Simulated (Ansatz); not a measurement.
# Si2Ni (P1) in Ansatz: convergence with k mesh

Aim: find how far k mesh must go before the results for Si2Ni settle, at PBE. This setting moves, with any that are tied to it; all else stays.

All numbers are computed with Ansatz 0.2.0; they aren't measurements. Logs are shortened: lines on timing, memory, paths and dates and some standing lists are left out, and cuts for length are marked.

### Step 1. The cell of the first run

The typed cell holds 3 atoms: a = 3.823 Å, b = 3.823 Å, c = 3.823 Å, α = 60.00°, β = 60.00°, γ = 60.00°.

The cell isn't the ideal one: atoms moved at random, drawn with an rms of 0.05 Å.

### Step 2. With k mesh 3 × 3 × 3

input.yaml

```yaml
crystal:
  lattice:
    - [0.0, 2.703, 2.703]
    - [2.703, 0.0, 2.703]
    - [2.703, 2.703, 0.0]
  atoms:
    - { symbol: Ni, position: [0.004926, 0.009894, -0.004602], spin: 1.0 }
    - { symbol: Si, position: [0.753316, 0.750879, 0.766417] }
    - { symbol: Si, position: [0.244696, 0.252961, 0.255178] }
hamiltonian:
  xc: pbe
  pseudopotentials: { kind: paw }
magnetization:
  spin_polarized: true
kpoints:
  mp_grid: { grid: [3, 3, 3] }
scf:
  occupations: { method: methfessel_paxton, width: 0.1 }
output:
  forces: true
  stress: true
  eigenvalues: true
```

Potentials or basis: Ansatz PAW.

On the command line:

```bash
$ ansatz run input.yaml --threads 2 --pin off --max-ram 5632MiB --backend cpu --events-out ev --progress --plain --runs-dir out
```

The program printed:

```text
Warning: RAYON_NUM_THREADS=2 ignored (pool sized by the plan → 2); use --threads N
Engine: ansatz 0.2.0, x86_64-unknown-linux-gnu
Pseudopotentials: kind: paw
Pseudopotential: Ni, paw, valence charge 18, recommended cutoff 420 eV (normal), Ni.paw.azcp
Pseudopotential: Si, paw, valence charge 4, recommended cutoff 420 eV (normal), Si.paw.azcp
Functional definition: PBE
  parameter kappa = 0.804
  parameter beta = 0.06672455060314922
  exchange = pbe_x(kappa = kappa, mu = beta*pi^2/3)
  correlation = pbe_c(beta = beta)
Crystal: 3 atoms, lattice volume = 39.497 Å³
Basis set: ecut = 420 eV, 749 PW (Γ), exchange–correlation on 54×54×54 points (8 copies of the dense FFT grid, shifted against one another)
Bands: 18, of which v1, the nominal top of the filled ones, is band 13 counted from 1 (12 counted from 0)
Symmetry: 1 space group operations
Space group: P1 (ITA 1), of the structure as read, at distance tolerance 3.4e-5 Å
Magnetic group: BNS 1.1 (UNI 1), of the structure as read, at distance tolerance 3.4e-5 Å
k-points: 14 of 27 (time reversal used)
Non-local potential: Ni, projectors of the file, l = 0: 3, l = 1: 2, l = 2: 3, l = 3: 1
Non-local potential: Si, projectors of the file, l = 0: 2, l = 1: 2, l = 2: 2
PAW form: soft (Blöchl's): semilocal exchange-correlation on the pseudo side does not see the compensation charge
PAW one-centre angular grid: Ni, 590 points (default); XC on 64 Gauss nodes
PAW one-centre angular grid: Si, 110 points (default); XC on 64 Gauss nodes
Initial density: superposition of atomic densities (chi_scale 0.1, normalization cell)
Starting moments: Σ|m| = 1 μB on 1 of 3 sites
Initial wavefunctions: pseudopotential atomic-orbital guess
Functional: x = pbe(κ = 0.804, μ = 0.2195149727645171), c = pbe(β = 0.06672455060314922)
SCF iter   1: F=—  HF=-7111.487565 eV  |F-HF|=—  |Δ(HF+E_count)|=         —  Δρ=9.39e-2 (↑9.39e-2 ↓3.95e-2)  dr2=1.63e0  dr2_m=1.27e0  M=0.147 μB ∫|m|=0.226 μB  β_m=0.30  ethr=3.10e-3  ⟨swp⟩=6.1  Hψ=2511  notcnv=0
Mixer restart at iter 1: flushing history
preconditioner: auto → none  [insulator: Δε(μ)=0.237 eV  Ē_g=8.934 eV  σ=0.100 eV  W_gap=0.66  n_scr=14 (ndim 8)  ℏωp=25.1 eV  f_vac=0.000  D(μ)=1.16/eV (n_scr^D=8)  ε∞_Penn≈8.9]
SCF iter   2: F=—  HF=-7110.765339 eV  |F-HF|=—  |Δ(HF+E_count)|=   7.22e-1  Δρ=7.16e-2 (↑1.87e-2 ↓7.16e-2)  dr2=1.79e0  dr2_m=5.87e-1  M=0.196 μB ∫|m|=0.239 μB  β_m=0.35  ethr=3.10e-3  ⟨swp⟩=2.2  Hψ=1073  notcnv=0  defer=20
SCF iter   3: F=—  HF=-7112.049878 eV  |F-HF|=—  |Δ(HF+E_count)|=    1.28e0  Δρ=6.22e-2 (↑6.22e-2 ↓1.28e-2)  dr2=1.04e0  dr2_m=3.33e-1  M=0.144 μB ∫|m|=0.196 μB  β_m=0.20  ethr=3.10e-3  ⟨swp⟩=3.6  Hψ=1173  notcnv=0  defer=22
SCF iter   4: F=—  HF=-7111.864197 eV  |F-HF|=—  |Δ(HF+E_count)|=   1.86e-1  Δρ=1.65e-2 (↑1.07e-2 ↓1.65e-2)  dr2=2.92e-2  dr2_m=6.34e-2  M=0.182 μB ∫|m|=0.218 μB  β_m=0.50  ethr=3.10e-3  ⟨swp⟩=2.2  Hψ=881  notcnv=0  defer=22
SCF iter   5: F=—  HF=-7112.061930 eV  |F-HF|=—  |Δ(HF+E_count)|=   1.98e-1  Δρ=4.70e-3 (↑2.03e-3 ↓4.70e-3)  dr2=2.33e-3  dr2_m=4.01e-3  M=0.172 μB ∫|m|=0.195 μB  β_m=0.58  ethr=1.12e-4  ⟨swp⟩=2.3  Hψ=947  notcnv=0  defer=22
SCF iter   6: F=—  HF=-7112.066927 eV  |F-HF|=—  |Δ(HF+E_count)|=   5.00e-3  Δρ=1.51e-3 (↑1.51e-3 ↓8.43e-4)  dr2=1.26e-3  dr2_m=1.21e-4  M=0.165 μB ∫|m|=0.180 μB  β_m=0.73  ethr=8.94e-6  ⟨swp⟩=2.4  Hψ=1127  notcnv=0  defer=22
SCF iter   7: F=—  HF=-7112.068431 eV  |F-HF|=—  |Δ(HF+E_count)|=   1.50e-3  Δρ=1.52e-3 (↑1.52e-3 ↓7.80e-4)  dr2=1.42e-3  dr2_m=5.44e-5  M=0.163 μB ∫|m|=0.176 μB  β_m=0.87  ethr=4.86e-6  ⟨swp⟩=2.5  Hψ=722  notcnv=0  defer=22
[... 11 lines left out ...]
SCF iter  17: F=-7112.063121 eV  HF=-7112.063113 eV  |F-HF|=8.48e-6  |Δ(HF+E_count)|=   1.74e-6  S|Δr|=    0.00e0  Δρ=1.11e-3 (↑7.61e-4 ↓1.11e-3)  dr2=4.28e-5  dr2_m=3.16e-4  M=0.253 μB ∫|m|=0.268 μB  β_m=0.05  ethr=1.35e-8  ⟨swp⟩=2.0  Hψ=789  notcnv=0  defer=22
SCF iter  18: F=-7112.063125 eV  HF=-7112.063129 eV  |F-HF|=4.24e-6  |Δ(HF+E_count)|=   1.65e-5  S|Δr|=    0.00e0  Δρ=9.79e-4 (↑6.34e-4 ↓9.79e-4)  dr2=4.08e-5  dr2_m=2.34e-4  M=0.253 μB ∫|m|=0.269 μB  β_m=0.76  ethr=1.35e-8  ⟨swp⟩=1.9  Hψ=579  notcnv=0  defer=22
SCF iter  19: F=-7112.062784 eV  HF=-7112.063188 eV  |F-HF|=4.04e-4  |Δ(HF+E_count)|=   5.93e-5  S|Δr|=    0.00e0  Δρ=1.02e-3 (↑1.02e-3 ↓2.78e-4)  dr2=4.47e-4  dr2_m=5.84e-5  M=0.253 μB ∫|m|=0.268 μB  β_m=0.45  ethr=1.35e-8  ⟨swp⟩=3.1  Hψ=1012  notcnv=0  defer=22
SCF iter  20: F=-7112.063164 eV  HF=-7112.063164 eV  |F-HF|=6.77e-7  |Δ(HF+E_count)|=   2.48e-5  S|Δr|=    0.00e0  Δρ=1.48e-4 (↑8.72e-5 ↓1.48e-4)  dr2=2.10e-6  dr2_m=4.70e-6  M=0.252 μB ∫|m|=0.270 μB  β_m=0.70  ethr=1.35e-8  ⟨swp⟩=2.6  Hψ=920  notcnv=0  defer=22
SCF iter  21: F=-7112.063165 eV  HF=-7112.063165 eV  |F-HF|=3.76e-7  |Δ(HF+E_count)|=   1.27e-6  S|Δr|=    0.00e0  Δρ=1.11e-4 (↑1.11e-4 ↓5.60e-5)  dr2=8.89e-7  dr2_m=2.50e-6  M=0.252 μB ∫|m|=0.270 μB  β_m=0.75  ethr=8.07e-9  ⟨swp⟩=2.3  Hψ=736  notcnv=0  defer=22
SCF iter  22: F=-7112.063165 eV  HF=-7112.063165 eV  |F-HF|=1.34e-8  |Δ(HF+E_count)|=   5.15e-7  S|Δr|=    0.00e0  Δρ=2.16e-5 (↑2.16e-5 ↓1.57e-5)  dr2=1.48e-8  dr2_m=1.25e-7  M=0.252 μB ∫|m|=0.271 μB  β_m=0.79  ethr=3.85e-10  ⟨swp⟩=6.9  Hψ=2285  notcnv=0
SCF iter  23: F=-7112.063166 eV  HF=-7112.063166 eV  |F-HF|=1.16e-10  |Δ(HF+E_count)|=   3.42e-8  S|Δr|=    0.00e0  Δρ=1.98e-6 (↑1.27e-6 ↓1.98e-6)  dr2=9.49e-10  dr2_m=8.49e-10  M=0.252 μB ∫|m|=0.271 μB  β_m=0.75  ethr=5.68e-11  ⟨swp⟩=4.0  Hψ=1453  notcnv=0
SCF iter  24: F=-7112.063166 eV  HF=-7112.063166 eV  |F-HF|=4.91e-11  |Δ(HF+E_count)|=  5.86e-10  S|Δr|=    0.00e0  Δρ=6.19e-7 (↑2.78e-7 ↓6.19e-7)  dr2=1.32e-10  dr2_m=5.69e-11  M=0.252 μB ∫|m|=0.271 μB  ethr=3.65e-12  ⟨swp⟩=3.0  Hψ=1192  notcnv=0
SCF 1 converged in 24 iterations: F = -7112.063166 eV  dr2 = 1.32e-10
this state was not tested for a lower state beside it, because cold or Methfessel-Paxton smearing, or corrected tetrahedra, fill the levels in a way that the test cannot read (fill_not_monotonic; see scf.lower_state_search)
SCF converged after 24 iterations
Magnetization: 0.2520 μB (13.1260 up, 12.8740 down)
Absolute magnetization: 0.2708 μB (∫|ρ↑−ρ↓|, with the PAW one-centre terms)
Spin contamination: 0.0007 ħ² per cell (⟨S²⟩ above its minimum at these occupations)
Per-site moments (μB) at R_I (Å): [(0.18210758155885506, 0.952545049316773), (0.02791123862234295, 0.952545049316773), (0.028027563081516254, 0.9531303390753326)]
Free energy (F): -7112.063166 eV
Harris-Foulkes:  -7112.063166 eV  (|F-HF|=4.91e-11)
Internal energy: -7112.065931 eV  (E = F + TS)
E sigma→0 (E₀):  -7112.063857 eV
Entropy (-TS):   0.002765 eV (0.922 meV/atom)
Fermi energy:    12.760040 eV
Step filling:    the computed levels leave a gap of 0.1309 eV = 1.3 smearing widths at the electron count; against every level under it full and every level over it empty, smearing changes F+E_penalty+E_count by +1.825 meV and its σ→0 estimate by +1.134 meV
--- Per-component energies (eV) ---
  E_band       = -347.726124
  E_kinetic    = 370.582731
  E_local      = -4899.739966  (includes V_loc(G=0)·N_el)
  E_nonlocal   = 676.682888
  E_hartree    = 2116.916534
  E_xc         = -199.373172
  E_vxc        = -208.702238  (∫ρ·V_xc dr)
  E_paw        = -2649.690992  (= ΣΔE_a)
  E_vpaw       = -520.383826  (= ΣTr[D̂ρ^β])
  E_aug_tail   = 0.000501  (compensation charges beyond the density's cutoff)
  E_ewald      = -2527.444454
  E_smearing   = 0.002765  (= −TS)
  E_closure    = -0.000000  (closes the sum)
  Σ components = -7112.063166   (vs F -7112.063166, Δ=0.00e0)
--- Forces (eV/Å), atoms counted from 1 ---
  atom   1  Ni     0.20507276     0.28692175    -0.40428564
  atom   2  Si    -0.25270295    -0.48879624     0.07347125
  atom   3  Si     0.04762998     0.20187433     0.33081432
  max |Σ_I F_I| component: 2.12e-7 eV/Å
--- Stress (GPa, compression-positive) ---
        1.563362       0.662841       1.424379
        0.662841       1.487595       0.681818
        1.424379       0.681818       1.466875
  P = ⅓ Tr σ = 1.5059 GPa (15.059 kbar)
--- Band table (eV; the first three rows and the last of 28) ---
  k-point 0 ↑: bands = ["-91.7378", "-52.1494", "-52.1140", "-52.0964", "-0.5957", "7.8414", "7.8799", "7.9143", "9.5302", "9.5334", "12.9645", "14.7959", "14.8048", "14.8506", "15.3441", "15.5785", "15.6837", "17.8544"]
  k-point 1 ↑: bands = ["-91.7378", "-52.1496", "-52.1142", "-52.0969", "1.0023", "5.2549", "8.1598", "8.1956", "9.5084", "9.5477", "9.9211", "12.3822", "12.6348", "14.6762", "15.1267", "15.3303", "16.2163", "19.9927"]
  k-point 2 ↑: bands = ["-91.7378", "-52.1497", "-52.1145", "-52.0965", "1.0151", "5.2351", "8.2101", "8.2463", "9.4821", "9.5272", "9.8444", "12.3111", "12.6178", "14.6861", "15.1630", "15.4032", "16.2476", "19.9882"]
  k-point 13 ↓: bands = ["-91.5017", "-51.9238", "-51.8852", "-51.8661", "3.5084", "4.3127", "6.2561", "8.4367", "8.8820", "9.2986", "9.9281", "10.1878", "10.9727", "13.7117", "17.1993", "18.4041", "18.8561", "20.9859"]
```

It took 1.6 s on 2 threads of AMD EPYC 9R45 (Zen 5), shared host; peak memory 0.36 GiB.

Results:

| Property | Result |
| --- | --- |
| Free energy | -7112.0632 eV |
| Pressure | 1.5 GPa |
| Largest force | 0.555 eV/Å |
| Band gap on the k mesh | none (metal or under the smearing width) |
| Net moment | 0.25 μB per cell |
| Absolute moment | 0.27 μB per cell |
| Site moments | Ni +0.18; Si +0.03 μB |

### Step 3. With k mesh 4 × 4 × 4

Changes to input.yaml since step 2:

```diff
@@ -15,3 +15,3 @@
 kpoints:
-  mp_grid: { grid: [3, 3, 3] }
+  mp_grid: { grid: [4, 4, 4] }
 scf:
```

Potentials or basis: Ansatz PAW.

On the command line:

```bash
$ ansatz run input.yaml --threads 2 --pin off --max-ram 5632MiB --backend cpu --events-out ev --progress --plain --runs-dir out
```

Run time: 1.8 s. Hardware: 2 threads of AMD EPYC 9R45 (Zen 5), shared host; peak memory 0.41 GiB.

Results:

| Quantity | Value |
| --- | --- |
| Free energy | -7112.2691 eV |
| Pressure | 4.6 GPa |
| Largest force | 0.481 eV/Å |
| Band gap on the k mesh | none (metal or under the smearing width) |
| Net moment | 0.00 μB per cell |
| Absolute moment | 0.00 μB per cell |

### Step 4. With k mesh 5 × 5 × 5

Changes to input.yaml since step 3:

```diff
@@ -15,3 +15,3 @@
 kpoints:
-  mp_grid: { grid: [4, 4, 4] }
+  mp_grid: { grid: [5, 5, 5] }
 scf:
```

On the command line:

```bash
$ ansatz run input.yaml --threads 2 --pin off --max-ram 5632MiB --backend cpu --events-out ev --progress --plain --runs-dir out
```

Wall time 3.3 s (2 threads of AMD EPYC 9R45 (Zen 5), shared host); peak memory 0.46 GiB.

Results:

```
Free energy            : -7112.3274 eV
Pressure               : 4.1 GPa
Largest force          : 0.503 eV/Å
Band gap on the k mesh : none (metal or under the smearing width)
Net moment             : 0.00 μB per cell
Absolute moment        : 0.00 μB per cell
```

### Step 5. With k mesh 6 × 6 × 6

Changes to input.yaml since step 4:

```diff
@@ -15,3 +15,3 @@
 kpoints:
-  mp_grid: { grid: [5, 5, 5] }
+  mp_grid: { grid: [6, 6, 6] }
 scf:
```

On the command line:

```bash
$ ansatz run input.yaml --threads 2 --pin off --max-ram 5632MiB --backend cpu --events-out ev --progress --plain --runs-dir out
```

It took 5.4 s on 2 threads of AMD EPYC 9R45 (Zen 5), shared host; peak memory 0.52 GiB.

Results:

| Property | Result |
| --- | --- |
| Free energy | -7112.3666 eV |
| Pressure | 4.2 GPa |
| Largest force | 0.484 eV/Å |
| Band gap on the k mesh | none (metal or under the smearing width) |
| Net moment | 0.00 μB per cell |
| Absolute moment | 0.00 μB per cell |

### Step 6. With k mesh 8 × 8 × 8

Changes to input.yaml since step 5:

```diff
@@ -15,3 +15,3 @@
 kpoints:
-  mp_grid: { grid: [6, 6, 6] }
+  mp_grid: { grid: [8, 8, 8] }
 scf:
```

Potentials or basis: Ansatz PAW.

On the command line:

```bash
$ ansatz run input.yaml --threads 2 --pin off --max-ram 5632MiB --backend cpu --events-out ev --progress --plain --runs-dir out
```

Wall time 11 s (2 threads of AMD EPYC 9R45 (Zen 5), shared host); peak memory 0.69 GiB.

Results (log left out):

| Property | Result |
| --- | --- |
| Free energy | -7112.3695 eV |
| Pressure | 3.4 GPa |
| Largest force | 0.472 eV/Å |
| Band gap on the k mesh | none (metal or under the smearing width) |
| Net moment | 0.00 μB per cell |
| Absolute moment | 0.00 μB per cell |

### Step 7. With k mesh 10 × 10 × 10

Changes to input.yaml since step 6:

```diff
@@ -15,3 +15,3 @@
 kpoints:
-  mp_grid: { grid: [8, 8, 8] }
+  mp_grid: { grid: [10, 10, 10] }
 scf:
```

On the command line:

```bash
$ ansatz run input.yaml --threads 2 --pin off --max-ram 5632MiB --backend cpu --events-out ev --progress --plain --runs-dir out
```

Wall time 19 s (2 threads of AMD EPYC 9R45 (Zen 5), shared host); peak memory 0.98 GiB.

The run converged. Its results:

```
Free energy            : -7112.3726 eV
Pressure               : 3.7 GPa
Largest force          : 0.486 eV/Å
Band gap on the k mesh : none (metal or under the smearing width)
Net moment             : 0.00 μB per cell
Absolute moment        : 0.00 μB per cell
```

### Step 8. With k mesh 12 × 12 × 12

Changes to input.yaml since step 7:

```diff
@@ -15,3 +15,3 @@
 kpoints:
-  mp_grid: { grid: [10, 10, 10] }
+  mp_grid: { grid: [12, 12, 12] }
 scf:
```

On the command line:

```bash
$ ansatz run input.yaml --threads 2 --pin off --max-ram 5632MiB --backend cpu --events-out ev --progress --plain --runs-dir out
```

Run time: 33 s. Hardware: 2 threads of AMD EPYC 9R45 (Zen 5), shared host; peak memory 1.4 GiB.

The run converged. Its results:

```yaml
Free_energy: -7112.3706 eV
Pressure: 3.4 GPa
Largest_force: 0.462 eV/Å
Band_gap_on_the_k_mesh: none (metal or under the smearing width)
Net_moment: 0.00 μB per cell
Absolute_moment: 0.00 μB per cell
```

### Step 9. With k mesh 14 × 14 × 14

Changes to input.yaml since step 8:

```diff
@@ -15,3 +15,3 @@
 kpoints:
-  mp_grid: { grid: [12, 12, 12] }
+  mp_grid: { grid: [14, 14, 14] }
 scf:
```

Potentials or basis: Ansatz PAW.

On the command line:

```bash
$ ansatz run input.yaml --threads 2 --pin off --max-ram 5632MiB --backend cpu --events-out ev --progress --plain --runs-dir out
```

It took 53 s on 2 threads of AMD EPYC 9R45 (Zen 5), shared host; peak memory 2 GiB.

The run converged. Its results:

| Quantity | Value |
| --- | --- |
| Free energy | -7112.3720 eV |
| Pressure | 3.7 GPa |
| Largest force | 0.468 eV/Å |
| Band gap on the k mesh | none (metal or under the smearing width) |
| Net moment | 0.00 μB per cell |
| Absolute moment | 0.00 μB per cell |

### Step 10. Summary

| k mesh | energy less the tightest run, at zero smearing (meV/atom) | pressure (GPa) | largest force (eV/Å) | absolute moment (μB) | SCF cycles | CPU time (s) | peak memory (GiB) |
| --- | --- | --- | --- | --- | --- | --- | --- |
| 3 × 3 × 3 | 102.73 | 1.51 | 0.555 | 0.27 | 24 | 3 | 0.36 |
| 4 × 4 × 4 | 34.22 | 4.61 | 0.481 | 0.00 | 14 | 3.2 | 0.41 |
| 5 × 5 × 5 | 14.95 | 4.15 | 0.503 | 0.00 | 16 | 6.2 | 0.46 |
| 6 × 6 × 6 | 2.04 | 4.19 | 0.484 | 0.00 | 16 | 10 | 0.52 |
| 8 × 8 × 8 | 0.94 | 3.38 | 0.472 | 0.00 | 14 | 21 | 0.69 |
| 10 × 10 × 10 | -0.10 | 3.66 | 0.486 | 0.00 | 12 | 37 | 0.98 |
| 12 × 12 × 12 | 0.53 | 3.44 | 0.462 | 0.00 | 13 | 64 | 1.4 |
| 14 × 14 × 14 | 0.00 | 3.69 | 0.468 | 0.00 | 13 | 100 | 2 |

Against the tightest run, the energy stays within 1 meV/atom from 8 × 8 × 8 on; the absolute moment stays within 0.02 μB from 4 × 4 × 4 on. Not settled before the last step: the pressure (to 0.1 GPa), the largest force (to 0.005 eV/Å). Meshes of other sizes hit other points, so gaps and Fermi surfaces needn't settle smoothly. The tightest run that finished is the yardstick and may itself not be fully converged.

Caveats: the starting moments weren't kept.
